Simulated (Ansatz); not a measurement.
Crystal: Ga.

```xyz
2
Lattice="1.3830 -4.0265 0.0000 1.3830 4.0265 0.0000 -0.1174 0.0000 3.3299" Properties=species:S:1:pos:R:3 pbc="T T T"
Ga    1.2949    2.9716    2.4974
Ga    1.3536   -2.9716    0.8325
```

This isn't the form of Ga at room conditions, which is orthorhombic.

Program: Ansatz 0.2.0. Alike in all runs: task band structure; potentials or basis Ansatz PAW; no spin polarisation; cell as given; k mesh 10 × 10 × 8; cutoff (eV) 420; smearing fermi-dirac 0.05 eV.

Question: Order these runs on this cell by their pressure, lowest first.
A. level RPBE
B. level LDA
C. level PBE
D. level PBEsol
E. level BLYP

Answer: B (-4.0 GPa), D (-2.0 GPa), C (1.6 GPa), A (3.6 GPa), E (7.1 GPa).

Caveats: the PAW data sets come from PBE, with cores solved anew for the run's functional, which leaves a small shift of forces and pressure (some runs).
